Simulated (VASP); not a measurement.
# Si (a cell with a defect) in VASP: a series of runs

One crystal, Si (a cell with a defect), is run at these levels: PBE; tasks: single point, relaxation of the atoms.

Program: VASP 6.6.1. These are calculated values, not measurements. Logs are shortened: lines on timing, memory, paths and dates and some standing lists are left out, and cuts for length are marked.

## (1) The crystal as given

The cell holds a defect, 17 atoms: a = 7.679 Å, b = 7.679 Å, c = 7.679 Å, α = 60.00°, β = 60.00°, γ = 60.00°.

The cell was built by a generator and needn't be a form met in nature.

## (2) Single point, PBE

Contents of INCAR:

```
ALGO     = Fast           # electronic algorithm
EDIFF    = 1E-7           # SCF threshold, eV
ENCUT    = 520            # plane-wave cutoff, eV
GGA      = PE             # functional
ISIF     = 2              # what is computed and relaxed
ISMEAR   = -1             # smearing method
LASPH    = T              # aspherical terms in the spheres
LCHARG   = T              # write CHGCAR
LELF     = T              # ELF
LREAL    = Auto         
LVHAR    = T            
LWAVE    = F              # write WAVECAR
NBANDS   = 48             # bands
NELM     = 80             # most SCF steps
PREC     = Accurate       # precision mode
SIGMA    = 0.02           # smearing width, eV
```

Contents of KPOINTS:

```
k-points
0
Gamma
  2 2 2
```

Contents of POSCAR:

```
Si
1.0
    0.0000000000      5.4300000000      5.4300000000
    5.4300000000      0.0000000000      5.4300000000
    5.4300000000      5.4300000000      0.0000000000
Si
17
Direct
    0.0072263836     -0.0223975326      0.0077057524
    0.1248567207      0.1152360976      0.1243805246
    0.0141432196     -0.0024474300      0.4956486701
    0.1540637507      0.1120283354      0.6141075548
   -0.0163766866      0.4853630837     -0.0169022086
    0.1094426811      0.6080939414      0.1098515767
    0.0071973390      0.5056146002      0.4794191681
    0.1248155920      0.6263766637      0.6131138904
    0.4961437822     -0.0023953649      0.0135934176
    0.6136275101      0.1120333407      0.1545035242
    0.5207224525      0.0193065035      0.5211534405
    0.6463807606      0.1483233142      0.6457901358
    0.4789960725      0.5056223940      0.0076839657
    0.6136065923      0.6263885732      0.1243506359
    0.4959280980      0.5159530989      0.4954843621
    0.6136138016      0.6526168452      0.6140985783
    0.8048015301      0.3031486357      0.8053024113
```

Potentials or basis: VASP PAW PBE potentials, release 64 (Si).

Run with:

```
$ cat potpaw_PBE.64/Si/POTCAR > POTCAR
$ mpirun -np 1 vasp_std > vasp.out
```

OUTCAR:

```text
EDIFF = 1E-7
   ENCUT = 520
   GGA = PE
   ISIF = 2
   ISMEAR = -1
   LASPH = T
   LREAL = Auto
   NELM = 80
   PREC = Accurate

 ion  position               nearest neighbor table
   1  0.007  0.978  0.008-   6 2.33   2 2.33  17 2.39  10 2.47   4 2.47
   2  0.125  0.115  0.124-   3 2.33   9 2.33   5 2.33   1 2.33
   3  0.014  0.998  0.496-   8 2.33   2 2.33  12 2.34   4 2.34
   4  0.154  0.112  0.614-  11 2.33   3 2.34  17 2.40   1 2.47   7 2.47
   5  0.984  0.485  0.983-   8 2.33  14 2.33   2 2.33   6 2.35
   6  0.109  0.608  0.110-   1 2.33  13 2.33   7 2.33   5 2.35
   7  0.007  0.506  0.479-   6 2.33   8 2.33  17 2.39   4 2.47  16 2.47
   8  0.125  0.626  0.613-  15 2.33   3 2.33   5 2.33   7 2.33
   9  0.496  0.998  0.014-  14 2.33   2 2.33  12 2.34  10 2.34
  10  0.614  0.112  0.155-  11 2.33   9 2.34  17 2.40   1 2.47  13 2.47
  11  0.521  0.019  0.521-  10 2.33   4 2.33  16 2.33  12 2.38
  12  0.646  0.148  0.646-  15 2.33   3 2.34   9 2.34  11 2.38  17 2.96
  13  0.479  0.506  0.008-   6 2.33  14 2.33  17 2.39  10 2.47  16 2.47
  14  0.614  0.626  0.124-  15 2.33   9 2.33   5 2.33  13 2.33
  15  0.496  0.516  0.495-   8 2.33  14 2.33  12 2.33  16 2.34
  16  0.614  0.653  0.614-  11 2.33  15 2.34  17 2.41  13 2.47   7 2.47
  17  0.805  0.303  0.805-   1 2.39  13 2.39   7 2.39  10 2.40   4 2.40  16 2.41  12 2.96

  LATTYP: Found a face centered cubic cell.
 ALAT       =    10.8600000000

  Lattice vectors:

 A1 = (   0.0000000000,   5.4300000000,   5.4300000000)
 A2 = (   5.4300000000,   0.0000000000,   5.4300000000)
 A3 = (   5.4300000000,   5.4300000000,   0.0000000000)

Analysis of symmetry for initial positions (statically):
=====================================================================
 Subroutine PRICEL returns:
 Original cell was already a primitive cell.

 Routine SETGRP: Setting up the symmetry group for a
 face centered cubic supercell.

 Subroutine GETGRP returns: Found  1 space group operations
 (whereof  1 operations were pure point group operations)
 out of a pool of 48 trial point group operations.

The static configuration has the point symmetry C_1 .

Analysis of symmetry for dynamics (positions and initial velocities):
=====================================================================
 Subroutine PRICEL returns:
 Original cell was already a primitive cell.

 Routine SETGRP: Setting up the symmetry group for a
 face centered cubic supercell.

 Subroutine GETGRP returns: Found  1 space group operations
 (whereof  1 operations were pure point group operations)
 out of a pool of 48 trial point group operations.

The dynamic configuration has the point symmetry C_1 .

 Subroutine INISYM returns: Found  1 space group operations
 (whereof  1 operations are pure point group operations),
 and found     1 'primitive' translations

----------------------------------------------------------------------------------------

                                     Primitive cell

  volume of cell :     320.2060

  direct lattice vectors                    reciprocal lattice vectors
     0.000000000  5.430000000  5.430000000    -0.092081031  0.092081031  0.092081031
     5.430000000  0.000000000  5.430000000     0.092081031 -0.092081031  0.092081031
     5.430000000  5.430000000  0.000000000     0.092081031  0.092081031 -0.092081031

  length of vectors
     7.679179644  7.679179644  7.679179644     0.159489025  0.159489025  0.159489025

  position of ions in fractional coordinates (direct lattice)
     0.007226384  0.977602467  0.007705752
     0.124856721  0.115236098  0.124380525
     0.014143220  0.997552570  0.495648670
     0.154063751  0.112028335  0.614107555
     0.983623313  0.485363084  0.983097791
     0.109442681  0.608093941  0.109851577
[... 9 lines left out ...]
     0.613613802  0.652616845  0.614098578
     0.804801530  0.303148636  0.805302411

  ion indices of the primitive-cell ions
   primitive index   ion index
                 1           1
                 2           2
                 3           3
                 4           4
                 5           5
                 6           6
[... 9 lines left out ...]
                16          16
                17          17

----------------------------------------------------------------------------------------

 KPOINTS: k-points

Automatic generation of k-mesh.
 Grid dimensions read from file:
 generate k-points for:    2    2    2

 Generating k-lattice:

  Cartesian coordinates                     Fractional coordinates (reciprocal lattice)
    -0.046040516  0.046040516  0.046040516     0.500000000  0.000000000  0.000000000
     0.046040516 -0.046040516  0.046040516     0.000000000  0.500000000  0.000000000
     0.046040516  0.046040516 -0.046040516     0.000000000  0.000000000  0.500000000

  Length of vectors
     0.079744512  0.079744512  0.079744512

  Shift w.r.t. Gamma in fractional coordinates (k-lattice)
     0.000000000  0.000000000  0.000000000

 Subroutine IBZKPT returns following result:
 ===========================================

 Found      8 irreducible k-points:

 Following reciprocal coordinates:
            Coordinates               Weight
  0.000000  0.000000  0.000000      1.000000
  0.500000  0.000000  0.000000      1.000000
  0.000000  0.500000  0.000000      1.000000
  0.000000  0.000000  0.500000      1.000000
  0.500000  0.500000  0.500000      1.000000
  0.500000  0.500000  0.000000      1.000000
  0.000000  0.500000  0.500000      1.000000
  0.500000  0.000000  0.500000      1.000000
   k-points           NKPTS =      8   k-points in BZ     NKDIM =      8   number of bands    NBANDS=     48
   number of dos      NEDOS =    301   number of ions     NIONS =     17
   total plane-waves  NPLWV = 216000
   dimension x,y,z NGX =    60 NGY =   60 NGZ =   60
   dimension x,y,z NGXF=   120 NGYF=  120 NGZF=  120
   ions per type =              17
   NGX,Y,Z   is equivalent  to a cutoff of  12.99, 12.99, 12.99 a.u.
   NGXF,Y,Z  is equivalent  to a cutoff of  25.98, 25.98, 25.98 a.u.
 SYSTEM =  unknown system
   PREC   = accura    normal or accurate (medium, high low for compatibility)
   ISTART =      0    job   : 0-new  1-cont  2-samecut
   ICHARG =      2    charge: 1-file 2-atom 10-const
   ISPIN  =      1    spin polarized calculation?
   LNONCOLLINEAR =      F non collinear calculations
   LSORBIT =      F    spin-orbit coupling
   LASPH  =      T    aspherical Exc in radial PAW
   ENCUT  =  520.0 eV  38.22 Ry    6.18 a.u.  14.28 14.28 14.28*2*pi/ulx,y,z
   NELM   =     80;   NELMIN=  2; NELMDL= -5     # of ELM steps
   EDIFF  = 0.1E-06   stopping-criterion for ELM
   LREAL  =      T    real-space projection
   EDIFFG = 0.1E-05   stopping-criterion for IOM
   NSW    =      0    number of steps for IOM
   IBRION =     -1    ionic relax: 0-MD 1-quasi-New 2-CG
   NFREE  =      0    steps in history (QN), initial steepest desc. (CG)
   ISIF   =      2    stress and relaxation
   ISYM   =      2    0-nonsym 1-usesym 2-fastsym
   POTIM  = 0.5000    time-step for ionic-motion
   TEBEG  =    0.0;   TEEND  =   0.0 temperature during run
   PSTRESS=    0.0 pullay stress
   NELECT =      68.0000    total number of electrons
   NUPDOWN=      -1.0000    fix difference up-down
   EMIN   =  10.00;   EMAX   =-10.00  energy-range for DOS
   EFERMI =   0.00;   METHOD = LEGACY
   ISMEAR =    -1;   SIGMA  =   0.02  broadening in eV -4-tet -1-fermi 0-gaus
   EFERMI_NEDOS =   21; number of points for ismear=-14 and -15
   IALGO  =     68    algorithm
   IMIX   =      4    mixing-type and parameters
     AMIX     =   0.40;   BMIX     =  1.00
     AMIX_MAG =   1.60;   BMIX_MAG =  1.00
  volume/ion in A,a.u.               =      18.84       127.11
  Fermi-wavevector in a.u.,A,eV,Ry     =   0.976715  1.845724 12.979587  0.953973
  Thomas-Fermi vector in A             =   2.107356
   LORBIT       =      0    0 simple, 1 ext, 2 COOP (PROOUT), +10 PAW based schemes
   GGA     = PE    functional components
   LHFCALC =     F    Hartree Fock is set to
   AEXX    =    0.0000 exact exchange contribution
   IVDW    =     0    specifies the selected vdW correction
   LEPSILON=     F    determine dielectric tensor
   LRPA    =     F    only Hartree local field effects (RPA)
 non-spin polarized calculation
 RMM-DIIS sequential band-by-band and
  energy-cutoff  :      520.00
  volume of cell :      320.21
 maximum number of plane-waves:      8646
 NGX is ok and might be reduce to    60
   NGX = 29   NGY = 29   NGZ = 29

 number of electron      68.0000000 magnetization

 Free energy of the ion-electron system (eV)
  ---------------------------------------------------
  ext. energy  EPLUGINS =         0.00000000
  ---------------------------------------------------
  free energy    TOTEN  =       -87.68725546 eV

  energy without entropy =      -87.68031707  energy(sigma->0) =      -87.68378627

 E-fermi :   6.7039     XC(G=0):  -9.6916

 val. band max:        6.6827143951   @ k =   0.5000   0.5000   0.5000
 cond. band min:       6.7413457439   @ k =   0.0000   0.0000   0.0000
 fundamental gap:      0.0586313488
 Fermi energy:         6.7038517683

 k-point     1 :       0.0000    0.0000    0.0000
  band No.  band energies     occupation
      1      -6.2203      2.00000
      2      -3.8906      2.00000
      3      -3.6298      2.00000
      4      -3.6290      2.00000
      5      -3.3832      2.00000
      6      -2.5380      2.00000
[... 38 lines left out ...]
     45       8.7125      0.00000
     46       8.8432      0.00000

 k-point     2 :       0.5000    0.0000    0.0000
  band No.  band energies     occupation
      1      -5.7476      2.00000
      2      -4.9960      2.00000
      3      -3.6078      2.00000
      4      -3.4376      2.00000
      5      -3.1873      2.00000
      6      -3.0078      2.00000
[... 286 lines left out ...]
 k-point     8 :       0.5000    0.0000    0.5000
  band No.  band energies     occupation
      1      -5.6184      2.00000
      2      -4.7025      2.00000
      3      -4.0610      2.00000
      4      -3.8779      2.00000
      5      -3.7907      2.00000
      6      -3.6194      2.00000
[... 38 lines left out ...]
     45      10.3664      0.00000
     46      10.4577      0.00000
 [bands above 46 left out]

------------------------ aborting loop because EDIFF is reached ----------------------------------------

  FORCE on cell =-STRESS in cart. coord.  units (eV):
  Direction    XX          YY          ZZ          XY          YZ          ZX
  --------------------------------------------------------------------------------------
  -------------------------------------------------------------------------------------
  Total        9.3628565      9.3507256      9.3670612     -0.9132714     -0.9128764     -0.9098365
  in kB       46.8478283     46.7871304     46.8688669     -4.5696291     -4.5676526     -4.5524425
  external PRESSURE =      46.8346085 kB  Pullay stress =       0.0000000 kB

 VOLUME and BASIS-vectors are now :
 -----------------------------------------------------------------------------
  energy-cutoff  :      520.00
  volume of cell :      320.21
      direct lattice vectors                 reciprocal lattice vectors
     0.000000000  5.430000000  5.430000000    -0.092081031  0.092081031  0.092081031
     5.430000000  0.000000000  5.430000000     0.092081031 -0.092081031  0.092081031
     5.430000000  5.430000000  0.000000000     0.092081031  0.092081031 -0.092081031

 POSITION                                       TOTAL-FORCE (eV/Angst)
 -----------------------------------------------------------------------------------
      5.35022      0.08108      5.34762         0.027895      0.013629      0.031955
      1.30112      1.35336      1.30370        -0.040399     -0.002802     -0.040772
      8.10808      2.76817      5.49351        -0.006201      0.041312      0.041497
      3.94292      4.17117      1.44488        -0.057188     -0.004987      0.012381
      7.97374     10.67930      7.97660        -0.022166      0.003909     -0.030177
      3.89844      1.19077      3.89622         0.037692      0.030733      0.040995
[... 9 lines left out ...]
      6.87826      6.66648      6.87563         0.004603     -0.055628      0.007869
      6.01889      8.74286      6.01617        -0.001704     -0.027062      0.005304
 -----------------------------------------------------------------------------------
    total drift:                               -0.008970      0.001102     -0.012228

  FREE ENERGIE OF THE ION-ELECTRON SYSTEM (eV)
  ---------------------------------------------------
  free  energy   TOTEN  =       -87.6872554624 eV

  energy  without entropy=      -87.6803170737  energy(sigma->0) =      -87.68378627
```

It took 5.5 min on 1 thread of AMD EPYC 7R13 (Zen 3), shared host; peak memory 0.43 GiB.

What came out:

* Free energy: -87.6873 eV
* Pressure: 4.7 GPa
* Largest force: 0.100 eV/Å
* Band gap on the k mesh: 0.06 eV, indirect (least direct gap 0.47 eV)

Forces in eV/Å, atoms in the order of the input:
```
Si   0.028  0.014  0.032
Si  -0.040 -0.003 -0.041
Si  -0.006  0.041  0.041
Si  -0.057 -0.005  0.012
Si  -0.022  0.004 -0.030
Si   0.038  0.031  0.041
Si   0.035  0.022  0.013
Si  -0.043 -0.042 -0.014
Si   0.041  0.040 -0.011
Si   0.010 -0.003 -0.058
Si  -0.055 -0.063 -0.053
Si   0.025  0.058  0.015
Si   0.012  0.021  0.038
Si  -0.011 -0.041 -0.043
Si   0.044  0.008  0.044
Si   0.005 -0.056  0.008
Si  -0.002 -0.027  0.005
```

Levels at points of the mesh, in eV from the valence-band top:
```csv
k point,band 31,band 32,band 33,band 34,band 35,band 36,band 37,band 38
"(0.00, 0.00, 0.00)",-1.24,-0.61,-0.61,-0.41,0.06,0.06,0.36,0.36
"(0.50, 0.00, 0.00)",-1.31,-1.27,-0.78,-0.20,0.35,0.73,1.03,1.19
"(0.00, 0.50, 0.00)",-1.31,-1.27,-0.78,-0.20,0.35,0.73,1.03,1.19
"(0.00, 0.00, 0.50)",-1.31,-1.27,-0.78,-0.20,0.35,0.73,1.03,1.19
"(0.50, 0.50, 0.50)",-1.33,-1.20,-1.19,0.00,0.51,0.51,1.30,1.30
"(0.50, 0.50, 0.00)",-1.79,-1.64,-0.42,-0.11,0.58,1.50,1.57,1.71
"(0.00, 0.50, 0.50)",-1.79,-1.64,-0.42,-0.11,0.58,1.50,1.58,1.71
"(0.50, 0.00, 0.50)",-1.79,-1.64,-0.42,-0.10,0.58,1.50,1.58,1.71
```

Caveat: the k mesh is coarse (spacing up to 0.50 Å⁻¹), so the values aren't converged.

(Part 1 of 2 ends here.)
